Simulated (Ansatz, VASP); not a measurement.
## One calculation of GaSb, two programs

Contents of INCAR:

```
PREC = Accurate
ENCUT = 600
EDIFF = 1E-7
ISMEAR = 0
SIGMA = 0.1
LREAL = F
LASPH = T
NELM = 60
ALGO = Normal
ISIF = 3
LWAVE = F
LCHARG = F
IBRION = 2
NSW = 100
EDIFFG = -0.005
```

Contents of KPOINTS:

```
regular mesh
0
Gamma
  12 12 12
```

Contents of POSCAR:

```
GaSb
1.0
    0.0000000000      3.0590000000      3.0590000000
    3.0590000000      0.0000000000      3.0590000000
    3.0590000000      3.0590000000      0.0000000000
Ga Sb
1 1
Direct
    0.0000000000      0.0000000000      0.0000000000
    0.2500000000      0.2500000000      0.2500000000
```

Input for Ansatz:

```yaml
crystal:
  lattice:
    - [0.0, 3.059, 3.059]
    - [3.059, 0.0, 3.059]
    - [3.059, 3.059, 0.0]
  atoms:
    - { symbol: Ga, position: [0.0, 0.0, 0.0] }
    - { symbol: Sb, position: [0.25, 0.25, 0.25] }
basis:
  ecutwfc: 420
kpoints:
  mp_grid: { grid: [12, 12, 12] }
hamiltonian:
  xc: lda
scf:
  occupations: { method: gaussian, width: 0.1 }
output:
  forces: true
  stress: true
  eigenvalues: true
  write_density: true
  write_potential: true
  elf: true
  volumetric_format: npy
relax:
  adjacent_minimum: "off"
  f_tol: 0.005
  max_steps: 80
  cell: { stress_tol: 0.05 }
```

Alike in both runs: task relaxation of cell and atoms; functional LDA; k mesh 12 × 12 × 12; occupations gaussian, width 0.1 eV; no spin polarisation.

|  | VASP | Ansatz |
| --- | --- | --- |
| version | VASP 6.6.1 | Ansatz 0.2.0 |
| potentials or method | VASP PAW LDA potentials, release 64 (Ga_d, Sb) | scalar-relativistic, plane waves, PAW |
| plane-wave cutoff (eV) | 600 | 420 |
| valence electrons in the cell | 18 | 28 |

Ansatz gave:

- gap on the k mesh at the Fermi level, each at its own relaxed structure (eV): none
- relaxed volume (Å³/atom): 27.68
- relaxed cell length with the largest relative difference (Å): 4.278
- energy change over the relaxation (meV/atom): -5

Q: What did VASP give for the same quantities?

A: gap on the k mesh at the Fermi level, each at its own relaxed structure (eV): 0.09; relaxed volume (Å³/atom): 27.76; relaxed cell length with the largest relative difference (Å): 4.282; energy change over the relaxation (meV/atom): -4.

A gap of «none» marks a metal or a gap that the smearing closes. The two sets of potentials don't hold the same shells in valence.

Caveats: spin-orbit coupling is left out, which moves the levels of the heavy elements. A k mesh can miss the band edges. Zero-point motion and thermal expansion aren't in these numbers.
